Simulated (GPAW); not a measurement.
# MgO (Fm-3m) in GPAW: settings compared, part 2 of 2

GPAW 26.7.0. Earlier steps stand in the parts before.

### 4 Band structure, r2SCAN

The input, run.py:

```python
from ase.dft.bandgap import bandgap
from ase.io import read, write
from ase.units import GPa
from gpaw import GPAW, PW

atoms = read('MgO.xyz')

calc = GPAW(mode=PW(800),
            xc='MGGA_X_R2SCAN+MGGA_C_R2SCAN',
            kpts={'size': (9, 9, 9), 'gamma': True},
            occupations={'name': 'fermi-dirac', 'width': 0.05},
            nbands=16,
            convergence={'density': 1e-05, 'energy': 1e-05},
            maxiter=150,
            txt='gpaw.txt')
atoms.calc = calc
energy = atoms.get_potential_energy()
forces = atoms.get_forces()
stress = atoms.get_stress()
calc.write('gs.gpw')
write('result.traj', atoms)
print(f'Energy: {energy:.6f} eV')
print('Forces (eV/A):')
print(forces.round(4))
print('Stress (GPa):', (stress / GPa).round(3))
print('Fermi level:', round(calc.get_fermi_level(), 4), 'eV')
print(f'Gap: {bandgap(calc)[0]:.4f} eV, direct: {bandgap(calc, direct=True)[0]:.4f} eV')

path = atoms.cell.bandpath('GXWKGLUWLK,UX', npoints=100, eps=1e-4)
bs_calc = calc.fixed_density(kpts=path, symmetry='off', nbands=24,
                             convergence={'bands': 'CBM+6.0', 'eigenstates': 1e-6}, txt='bands.txt')
bs = bs_calc.band_structure()
bs.write('bs.json')
print(f'Gap on the path: {bandgap(bs_calc)[0]:.4f} eV')
```

The input, MgO.xyz:

```xyz
2
Lattice="0.0000000000 2.0970013927 2.0970013927 2.0970013927 0.0000000000 2.0970013927 2.0970013927 2.0970013927 0.0000000000" Properties=species:S:1:pos:R:3 pbc="T T T"
Mg     0.0000000000      0.0000000000      0.0000000000
O      2.0970013927      2.0970013927      2.0970013927
```

Potentials or basis: GPAW PAW data sets (gpaw-data 1.2.1), pw.

Launch:

```console
> OMP_NUM_THREADS=1 python run.py
```

gpaw.txt:

```text
__  _  _
 | _ |_)|_||  |
 |__||  | ||/\| - 26.7.0

Input parameters:
  mode=PW(ecut=800.0),
  convergence={'density': 1e-05, 'energy': 1e-05},
  kpts=MonkhorstPack(size=(9, 9, 9), gamma=True),
  maxiter=150,
  nbands=16,
  occupations=Occupations(name='fermi-dirac', width=0.05),
  xc=XC(name='MGGA_X_R2SCAN+MGGA_C_R2SCAN')

Diagonalizing LCAO Hamiltonian
Converting LCAO to pw mode

              O

       Mg

Atoms  # Å, Bohr magnetons
|   | symbol |        x |        y |        z |    initial magnetic moments |
|---|--------|----------|----------|----------|-----------------------------|
| 0 |     Mg | 0.000000 | 0.000000 | 0.000000 | ( 0.0000,  0.0000,  0.0000) |
| 1 |      O | 2.097001 | 2.097001 | 2.097001 | ( 0.0000,  0.0000,  0.0000) |

Unit cell  # Å
| periodic |        x |        y |        z |  lengths |    angles |
|----------|----------|----------|----------|----------|-----------|
|      yes | 0.000000 | 2.097001 | 2.097001 | 2.965608 | 60.000000 |
|      yes | 2.097001 | 0.000000 | 2.097001 | 2.965608 | 60.000000 |
|      yes | 2.097001 | 2.097001 | 0.000000 | 2.965608 | 60.000000 |

Number of symmetries: 48
Symmetry operations  # r_c * U_cc + t_c -> r_c
|    | kind |            matrix            |
|----|------|------------------------------|
|  0 |  σ   |  1, 0, 0,  1, 0,-1,  1,-1, 0 |
|  1 |  C2  |  1, 0, 0,  1,-1, 0,  1, 0,-1 |
|  2 |  E   |  1, 0, 0,  0, 1, 0,  0, 0, 1 |
|  3 |  σ   |  1, 0, 0,  0, 0, 1,  0, 1, 0 |
|  4 |  C4  |  1, 0,-1,  1, 0, 0,  1,-1, 0 |
|  5 |  S6  |  1, 0,-1,  1,-1, 0,  1, 0, 0 |
|  6 |  σ   |  1, 0,-1,  0, 1,-1,  0, 0,-1 |
|  7 |  C3  |  1, 0,-1,  0, 0,-1,  0, 1,-1 |
|  8 |  S6  |  1,-1, 0,  1, 0, 0,  1, 0,-1 |
|  9 |  C4  |  1,-1, 0,  1, 0,-1,  1, 0, 0 |
| 10 |  C3  |  1,-1, 0,  0,-1, 1,  0,-1, 0 |
| 11 |  σ   |  1,-1, 0,  0,-1, 0,  0,-1, 1 |
| 12 |  σ   |  0, 1, 0,  1, 0, 0,  0, 0, 1 |
| 13 |  C4  |  0, 1, 0,  0, 1,-1, -1, 1, 0 |
| 14 |  C3  |  0, 1, 0,  0, 0, 1,  1, 0, 0 |
| 15 |  S6  |  0, 1, 0, -1, 1, 0,  0, 1,-1 |
| 16 |  C2  |  0, 1,-1,  1, 0,-1,  0, 0,-1 |
| 17 |  σ   |  0, 1,-1,  0, 1, 0, -1, 1, 0 |
| 18 |  S4  |  0, 1,-1,  0, 0,-1,  1, 0,-1 |
| 19 |  C4  |  0, 1,-1, -1, 1, 0,  0, 1, 0 |
| 20 |  C3  |  0, 0, 1,  1, 0, 0,  0, 1, 0 |
| 21 |  σ   |  0, 0, 1,  0, 1, 0,  1, 0, 0 |
| 22 |  S6  |  0, 0, 1,  0,-1, 1, -1, 0, 1 |
| 23 |  C4  |  0, 0, 1, -1, 0, 1,  0,-1, 1 |
| 24 |  S4  |  0, 0,-1,  1, 0,-1,  0, 1,-1 |
| 25 |  C3  |  0, 0,-1,  0, 1,-1,  1, 0,-1 |
| 26 |  C2  |  0, 0,-1,  0,-1, 0, -1, 0, 0 |
| 27 |  S6  |  0, 0,-1, -1, 0, 0,  0,-1, 0 |
| 28 |  S4  |  0,-1, 1,  1,-1, 0,  0,-1, 0 |
| 29 |  C4  |  0,-1, 1,  0, 0, 1, -1, 0, 1 |
| 30 |  C2  |  0,-1, 1,  0,-1, 0,  1,-1, 0 |
| 31 |  σ   |  0,-1, 1, -1, 0, 1,  0, 0, 1 |
| 32 |  C3  |  0,-1, 0,  1,-1, 0,  0,-1, 1 |
| 33 |  S6  |  0,-1, 0,  0, 0,-1, -1, 0, 0 |
| 34 |  S4  |  0,-1, 0,  0,-1, 1,  1,-1, 0 |
| 35 |  C2  |  0,-1, 0, -1, 0, 0,  0, 0,-1 |
| 36 |  C2  | -1, 1, 0,  0, 1, 0,  0, 1,-1 |
| 37 |  S6  | -1, 1, 0,  0, 1,-1,  0, 1, 0 |
| 38 |  S4  | -1, 1, 0, -1, 0, 1, -1, 0, 0 |
| 39 |  C3  | -1, 1, 0, -1, 0, 0, -1, 0, 1 |
| 40 |  S6  | -1, 0, 1,  0, 0, 1,  0,-1, 1 |
| 41 |  C2  | -1, 0, 1,  0,-1, 1,  0, 0, 1 |
| 42 |  C3  | -1, 0, 1, -1, 1, 0, -1, 0, 0 |
| 43 |  S4  | -1, 0, 1, -1, 0, 0, -1, 1, 0 |
| 44 |  C2  | -1, 0, 0,  0, 0,-1,  0,-1, 0 |
| 45 |  i   | -1, 0, 0,  0,-1, 0,  0, 0,-1 |
| 46 |  σ   | -1, 0, 0, -1, 1, 0, -1, 0, 1 |
| 47 |  C2  | -1, 0, 0, -1, 0, 1, -1, 1, 0 |

BZ-sampling:
  Number of BZ points: 729
  Number of IBZ points: 35

  Monkhorst-Pack size: [9, 9, 9]
  Monkhorst-Pack shift: [0, 0, 0]

K-points  # in reciprocal-cell coordinates
|     |                                coordinates |     weight |
|-----|--------------------------------------------|------------|
|   0 | (  0.00000000,   0.00000000,   0.00000000) | 0.00137174 |
|   1 | (  0.11111111,   0.11111111,   0.00000000) | 0.00823045 |
|   2 | (  0.11111111,   0.11111111,   0.11111111) | 0.01097394 |
|   3 | (  0.22222222,   0.11111111,   0.11111111) | 0.01646091 |
|   4 | (  0.22222222,   0.22222222,   0.00000000) | 0.00823045 |
|   5 | (  0.22222222,   0.22222222,   0.11111111) | 0.03292181 |
|   6 | (  0.22222222,   0.22222222,   0.22222222) | 0.01097394 |
|   7 | (  0.33333333,   0.22222222,   0.11111111) | 0.03292181 |
|   8 | (  0.33333333,   0.22222222,   0.22222222) | 0.03292181 |
|   9 | (  0.33333333,   0.33333333,  -0.33333333) | 0.01646091 |
| ... |                                            |            |
|  34 | (  0.44444444,   0.44444444,   0.44444444) | 0.01097394 |

Plane wave coefficients: 958
Cutoff: 800.0 eV

Spin-components: 1 (collinear spins)
Bands:           16
Projectors:      10
Spin-degeneracy: 2
Datatype:        complex128

Parallelization:
  kpt:    1
  domain: 1
  band:   1

Density:
  Valence electrons: 16.0
  Components: 1
  Grid points: [20 20 20]
  Charge: 0.0  # |e|

Potential:
  Grid points: [20 20 20]

species:
  Mg:
    name:    Magnesium
    Z:       12.0
    valence: 10
    core:    2
    charge:  0.0  # [|e|]
    compensation charges:
      type: gauss
      rc: 0.33  # [Å]
      lmax: 2
    cutoffs:
      filter: 1.86  # [Å]
      core: 0.54  # [Å]
    projectors
    | kind |    occ | energy [eV] | rcut [Å] |
    |------|--------|-------------|----------|
    |   2s |  2.000 |     -79.840 |    1.090 |
    |   3s |  2.000 |      -4.705 |    1.090 |
    |   2p |  6.000 |     -46.613 |    1.085 |
    |   3p |  0.000 |      -1.330 |    1.085 |
    |    d |        |       0.000 |    1.037 |

    Using partial waves for Mg as LCAO basis

  O:
    name:    Oxygen
    Z:       8.0
    valence: 6
    core:    2
    charge:  0.0  # [|e|]
    compensation charges:
      type: gauss
      rc: 0.21  # [Å]
      lmax: 2
    cutoffs:
      filter: 1.17  # [Å]
      core: 0.83  # [Å]
    projectors
    | kind |    occ | energy [eV] | rcut [Å] |
    |------|--------|-------------|----------|
    |   2s |  2.000 |     -23.961 |    0.688 |
    |   2p |  4.000 |      -9.029 |    0.598 |
    |    s |        |       3.251 |    0.688 |
    |    p |        |      18.182 |    0.598 |
    |    d |        |       0.000 |    0.619 |

    Using partial waves for O as LCAO basis

Reference energy: -7490.497190  # eV

eigensolver:
  PPCG
  Converge bands: occupied
  niter=2

density mixing:
  MSR1-Mixer
  Pratt-step length: 0.05
  Maximum mixing coefficient: 0.75
  Old densities: 10
  SVD Regularization: 0.005
  Good broyden scale: 1.0
  Trust region scale: 1.0
  Backstep threshold: 4.0
  History deletion threshold: 6.0
  Fourier metric: weight=20.0, sigma=0.015

occupation numbers:
  Fermi-Dirac:
    width: 0.0500  # eV

poisson solver:
  ecut: 6400.0  # eV

xc functional:
  name: MGGA_X_R2SCAN+MGGA_C_R2SCAN with 2 nearest neighbor stencil

convergence criteria:
- Maximum integral of absolute [dens]ity change: 1e-05 electrons / valence electron
- Maximum [total energy] change in last 3 cyles: 1e-05 eV / valence electron
- Maximum integral of absolute [eigenst]ate change: 4e-08 eV^2 / valence electron
maximum number of iterations: 150

SCF iterations
|iter     | |      energy | eigst |  dens |
|---------|-|-------------|-------|-------|
|iter:   1| |  -21.510716 | +0.18 |       |
|iter:   2| |  -17.113883 | -1.49 | -0.98 |
|iter:   3| |  -16.386992 | -1.00 | -1.02 |
|iter:   4| |  -16.324669 | -2.20 | -1.49 |
|iter:   5| |  -16.332099 | -2.82 | -1.81 |
|iter:   6| |  -16.332025 | -4.83 | -2.99 |
|iter:   7| |  -16.332039c| -5.67 | -3.37 |
|iter:   8| |  -16.332039c| -7.55c| -4.22 |
|iter:   9| |  -16.332039c| -7.99c| -5.28c|

Converged in 9 steps
Energy contributions relative to reference atoms: (reference = -7490.497190)

Energy contributions:
  Kinetic:          17.905330
  Coulomb:         -14.951693
  Zero:              0.130555
  External:          0.000000
  Xc:              -19.416231
  Entropy:          -0.000000
  Spinorbit:         0.000000
  ----------------------------
  Free energy:     -16.332039
  Extrapolated:    -16.332039

dipole moment: (-5.977744, -5.977744, -5.977744)  # |e|*Ang

Fermi level: 6.882
Eigenvalues  # (at kpt = [0.000, 0.000, 0.000])
| band index |      eig [eV] | occ [0-2] |
|------------|---------------|-----------|
|          0 |       -70.413 |     2.000 |
|          1 |       -35.515 |     2.000 |
|          2 |       -35.515 |     2.000 |
|          3 |       -35.515 |     2.000 |
|          4 |       -13.616 |     2.000 |
|          5 |         4.601 |     2.000 |
|          6 |         4.601 |     2.000 |
|          7 |         4.601 |     2.000 |
|          8 |        10.402 |     0.000 |
|          9 |        21.517 |     0.000 |
|         10 |        21.517 |     0.000 |
|         11 |        21.517 |     0.000 |
|         12 |        25.717 |     0.000 |
|         13 |        27.454 |     0.000 |
|         14 |        27.454 |     0.000 |
|         15 |        30.814 |     0.000 |

Gap: 5.801 eV
Transition (v -> c):
  (s=0, k=0, n=7, [0.00, 0.00, 0.00]) -> (s=0, k=0, n=8, [0.00, 0.00, 0.00])
No difference between direct/indirect transitions

Forces  # eV/Ang
|       x |       y |        z |
|---------|---------|----------|
| 0.00000 | 0.00000 | -0.00000 |  # Mg   0
| 0.00000 | 0.00000 | -0.00000 |  # O    1

Stress tensor  # eV/Ang^3
|         x |         y |         z |
|-----------|-----------|-----------|
| -0.012782 |  0.000000 |  0.000000 |
|  0.000000 | -0.012782 |  0.000000 |
|  0.000000 |  0.000000 | -0.012782 |

# Writing to gs.gpw (mode='')
```

It took 60 s on 1 thread of Arm Neoverse V1, shared host; peak memory 0.27 GiB.

What came out:

```yaml
Free_energy: -16.3320 eV
Pressure: 2.0 GPa
Band_gap_on_the_k_mesh: 5.80 eV, direct
Band_gap_along_the_path: 5.80 eV, direct
```

Levels at the corners of the path, in eV from the valence-band top:
```csv
point,band 5,band 6,band 7,band 8,band 9,band 10
Γ,-18.22,0.00,0.00,0.00,5.80,16.92
X,-16.70,-4.13,-1.39,-1.39,10.06,11.31
W,-16.63,-2.99,-2.99,-1.79,12.81,12.81
K,-16.67,-3.53,-2.73,-1.18,11.15,13.18
Γ,-18.22,0.00,0.00,0.00,5.80,16.92
L,-16.92,-4.65,-0.69,-0.69,8.93,14.00
U,-16.67,-3.53,-2.73,-1.18,11.15,13.18
W,-16.63,-2.99,-2.99,-1.79,12.81,12.81
L,-16.92,-4.65,-0.69,-0.69,8.93,14.00
K,-16.67,-3.53,-2.73,-1.18,11.15,13.18
U,-16.67,-3.53,-2.73,-1.18,11.15,13.18
X,-16.70,-4.13,-1.39,-1.39,10.06,11.31
```

Caveat: the PAW data sets were made with another functional, which shifts forces and pressure a little.

### 5 Band structure, PBE

Edit run.py of step 4 so:

```diff
@@ -3,3 +3,5 @@
 from ase.units import GPa
-from gpaw import GPAW, PW
+from gpaw import GPAW, PW, setup_paths
+
+setup_paths.insert(0, '.')
 
@@ -8,3 +10,3 @@
 calc = GPAW(mode=PW(800),
-            xc='MGGA_X_R2SCAN+MGGA_C_R2SCAN',
+            xc='PBE',
             kpts={'size': (9, 9, 9), 'gamma': True},
```

MgO.xyz is that of step 4.

Potentials or basis: PAW data sets generated in the run's folder for this functional, pw.

Launch:

```console
> gpaw-setup -f PBE Mg O
> OMP_NUM_THREADS=1 python run.py
```

Run time: 25 s. Hardware: 1 thread of Arm Neoverse V1, shared host; peak memory 0.22 GiB.

Results (log left out):

| Quantity | Value |
| --- | --- |
| Free energy | -12.1955 eV |
| Pressure | 7.0 GPa |
| Band gap on the k mesh | 4.89 eV, direct |
| Band gap along the path | 4.89 eV, direct |

Levels at the corners of the path, in eV from the valence-band top:
| point | band 4 | band 5 | band 6 | band 7 | band 8 | band 9 | band 10 |
| --- | --- | --- | --- | --- | --- | --- | --- |
| Γ | -39.10 | -17.28 | 0.00 | 0.00 | 0.00 | 4.89 | 15.90 |
| X | -39.13 | -15.71 | -4.11 | -1.36 | -1.36 | 9.16 | 10.18 |
| W | -39.13 | -15.65 | -2.98 | -2.98 | -1.79 | 11.76 | 11.76 |
| K | -39.12 | -15.69 | -3.52 | -2.73 | -1.16 | 10.18 | 11.99 |
| Γ | -39.10 | -17.28 | 0.00 | 0.00 | 0.00 | 4.89 | 15.90 |
| L | -39.11 | -15.94 | -4.66 | -0.66 | -0.66 | 8.00 | 12.80 |
| U | -39.12 | -15.69 | -3.52 | -2.73 | -1.16 | 10.18 | 11.99 |
| W | -39.13 | -15.65 | -2.98 | -2.98 | -1.79 | 11.76 | 11.76 |
| L | -39.11 | -15.94 | -4.66 | -0.66 | -0.66 | 8.00 | 12.80 |
| K | -39.12 | -15.69 | -3.52 | -2.73 | -1.16 | 10.18 | 11.99 |
| U | -39.12 | -15.69 | -3.52 | -2.73 | -1.16 | 10.18 | 11.99 |
| X | -39.13 | -15.71 | -4.11 | -1.36 | -1.36 | 9.16 | 10.18 |

### 6 Band structure, vdW-DF

Edit run.py of step 5 so:

```diff
@@ -2,6 +2,3 @@
 from ase.io import read, write
-from ase.units import GPa
-from gpaw import GPAW, PW, setup_paths
-
-setup_paths.insert(0, '.')
+from gpaw import GPAW, PW
 
@@ -10,3 +7,3 @@
 calc = GPAW(mode=PW(800),
-            xc='PBE',
+            xc={'name': 'vdW-DF', 'backend': 'libvdwxc'},
             kpts={'size': (9, 9, 9), 'gamma': True},
@@ -20,3 +17,2 @@
 forces = atoms.get_forces()
-stress = atoms.get_stress()
 calc.write('gs.gpw')
@@ -26,3 +22,2 @@
 print(forces.round(4))
-print('Stress (GPa):', (stress / GPa).round(3))
 print('Fermi level:', round(calc.get_fermi_level(), 4), 'eV')
@@ -30,3 +25,3 @@
 
-path = atoms.cell.bandpath('GXWKGLUWLK,UX', npoints=100, eps=1e-4)
+path = atoms.cell.bandpath('GXWKGLUWLK,UX', npoints=60, eps=1e-4)
 bs_calc = calc.fixed_density(kpts=path, symmetry='off', nbands=24,
```

MgO.xyz is that of step 5.

Potentials or basis: GPAW PAW data sets (gpaw-data 1.2.1), pw.

Launch:

```console
> OMP_NUM_THREADS=1 python run.py
```

Run time: 19 s. Hardware: 1 thread of Arm Neoverse V1, shared host; peak memory 0.21 GiB.

The run converged. Its results:

| Item | Value |
| --- | --- |
| Free energy | -30.8092 eV |
| Band gap on the k mesh | 5.31 eV, direct |
| Band gap along the path | 5.31 eV, direct |

Levels at the corners of the path, in eV from the valence-band top:
```tsv
point	band 4	band 5	band 6	band 7	band 8	band 9	band 10
Γ	-39.74	-17.22	0.00	0.00	0.00	5.31	16.22
X	-39.76	-15.69	-3.99	-1.33	-1.33	9.63	10.50
W	-39.77	-15.62	-2.88	-2.88	-1.74	12.15	12.15
K	-39.76	-15.66	-3.41	-2.65	-1.13	10.60	12.29
Γ	-39.74	-17.22	0.00	0.00	0.00	5.31	16.22
L	-39.75	-15.91	-4.52	-0.65	-0.65	8.44	13.12
U	-39.76	-15.66	-3.41	-2.65	-1.13	10.60	12.29
W	-39.77	-15.62	-2.88	-2.88	-1.74	12.15	12.15
L	-39.75	-15.91	-4.52	-0.65	-0.65	8.44	13.12
K	-39.76	-15.66	-3.41	-2.65	-1.13	10.60	12.29
U	-39.76	-15.66	-3.41	-2.65	-1.13	10.60	12.29
X	-39.76	-15.69	-3.99	-1.33	-1.33	9.63	10.50
```

Caveat: the PAW data sets were made with another functional, which shifts forces and pressure a little.

### 7 Summary

| task | level | potentials or basis | cutoff (eV) | smearing | response ecut | response k mesh | response bands | kernels | coarser k mesh | gap on the mesh (eV) | pressure (GPa) |
| --- | --- | --- | --- | --- | --- | --- | --- | --- | --- | --- | --- |
| dielectric tensor | PBE | GPAW PAW data sets (gpaw-data 1.2.1), pw | 600 | fermi-dirac 0.001 eV | 80 eV | 27 × 27 × 27 | 28 | ["RPA", "LR0.3", "Bootstrap"] | 19 × 19 × 19 | 4.89 | - |
| band structure | PBE | GPAW PAW data sets (gpaw-data 1.2.1), pw | 800 | fermi-dirac 0.05 eV | - | - | - | - | - | 4.89 | 7.0 |
| band structure | r2SCAN | GPAW PAW data sets (gpaw-data 1.2.1), pw | 800 | fermi-dirac 0.05 eV | - | - | - | - | - | 5.80 | 2.0 |
| band structure | PBE | PAW data sets generated in the run's folder for this functional, pw | 800 | fermi-dirac 0.05 eV | - | - | - | - | - | 4.89 | 7.0 |
| band structure | vdW-DF | GPAW PAW data sets (gpaw-data 1.2.1), pw | 800 | fermi-dirac 0.05 eV | - | - | - | - | - | 5.31 | - |

Alike in all rows: no spin polarisation; cell as given; k mesh 9 × 9 × 9.

Caveats: the PAW data sets were made with another functional, which shifts forces and pressure a little (some runs); the long-wavelength limit can be off by a per cent or two (some runs); an odd mesh through Γ misses points on the zone boundary, where band edges often lie (some runs).

Total energies depend on the potentials used, so only differences within one code and one set of settings carry meaning.

### 8 Against experiment

Step 2. The gap isn't set beside the measured one, since this odd mesh misses points on the zone boundary. Measured high-frequency dielectric constant of MgO: 2.95 (295 K; “Infrared Optical Properties of Ferropericlase (Mg1-xFexO): Experiment and Theory”, 2007, arxiv:0704.2267). This calculation gives 3.01 (+2.1 %).

Step 3. A measured gap of MgO is 7.83 eV (quoted in “Electronic structure of alkaline earth and post-transition metal oxides”, 2009, arxiv:0908.1581); the calculated 4.89 eV misses it by -2.94 eV. The value is that of PBE, without temperature or zero-point motion. Semilocal functionals fall short of measured gaps as a rule. The cell is a database's relaxed one, not the measured one, which moves gaps too.

Step 4. Against the measured gap of MgO, 7.83 eV (quoted in “Electronic structure of alkaline earth and post-transition metal oxides”, 2009, arxiv:0908.1581), the calculated 5.80 eV is off by -2.03 eV. The value is that of r2SCAN, without temperature or zero-point motion. The cell is a database's relaxed one, not the measured one, which moves gaps too.

Step 5. Against the measured gap of MgO, 7.83 eV (quoted in “Electronic structure of alkaline earth and post-transition metal oxides”, 2009, arxiv:0908.1581), the calculated 4.89 eV is off by -2.94 eV. The value is that of PBE, without temperature or zero-point motion. Semilocal functionals fall short of measured gaps as a rule. The cell is a database's relaxed one, not the measured one, which moves gaps too.

Step 6. Against the measured gap of MgO, 7.83 eV (quoted in “Electronic structure of alkaline earth and post-transition metal oxides”, 2009, arxiv:0908.1581), the calculated 5.31 eV is off by -2.52 eV. The value is that of vdW-DF, without temperature or zero-point motion. The cell is a database's relaxed one, not the measured one, which moves gaps too.
